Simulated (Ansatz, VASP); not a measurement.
# V in VASP and in Ansatz

Contents of INCAR:

```
SYSTEM = V
  PREC = Accurate
  ENCUT = 520
  EDIFF = 1E-6
  ISMEAR = -1
  SIGMA = 0.1
  LREAL = .FALSE.
  LASPH = .TRUE.
  NELM = 80
  ALGO = Normal
  ISIF = 2
  LWAVE = .FALSE.
  LCHARG = .FALSE.
  GGA = B5
  ALDAX = 1.0
  AGGAX = 1.0
  AGGAC = 1.0
  ALDAC = 0.0
  NBANDS = 12
```

File KPOINTS:

```
Automatic mesh
0
G
  24 24 24
  0 0 0
```

Contents of POSCAR:

```
V
1.0
   -1.4718907998      1.4718907998      1.4718907998
    1.4718907998     -1.4718907998      1.4718907998
    1.4718907998      1.4718907998     -1.4718907998
V
1
Direct
    0.0000000000      0.0000000000      0.0000000000
```

Input for Ansatz:

```yaml
crystal:
  lattice:
    - [-1.4718907998, 1.4718907998, 1.4718907998]
    - [1.4718907998, -1.4718907998, 1.4718907998]
    - [1.4718907998, 1.4718907998, -1.4718907998]
  atoms:
    - { symbol: V, position: [0.0, 0.0, 0.0] }
hamiltonian:
  xc: blyp
  pseudopotentials:
    kind: paw
    azcp:
      V: "pseudopotentials/V.paw.azcp"
basis:
  ecutwfc: 420
  fft_grid_basis: typed
kpoints:
  mp_grid: { grid: [24, 24, 24], shift: [0, 0, 0] }
magnetization:
  spin_polarized: false
scf:
  occupations: { method: fermi_dirac, width: 0.1 }
output:
  stress: true
```

Alike in both runs: task single point; functional BLYP; k mesh 24 × 24 × 24; occupations fermi-dirac, width 0.1 eV; no spin polarisation.

```csv
,VASP,Ansatz
version,VASP 6.6.1,Ansatz 0.2.0
potentials or method,"VASP PAW PBE potentials, release 64 (V_sv)","plane waves (420 eV) with PAW, scalar-relativistic"
plane-wave cutoff (eV),520,420
valence electrons in the cell,13,13
```

|  | VASP | Ansatz | Ansatz less VASP |
| --- | --- | --- | --- |
| pressure (GPa) | 16.9 | 16.5 | -0.42 |

Caveats: so large a pressure means that the cell lies far from this level's equilibrium, or that cutoff or potentials fall short (VASP); the potentials were made for another functional, which shifts forces and pressure (VASP).
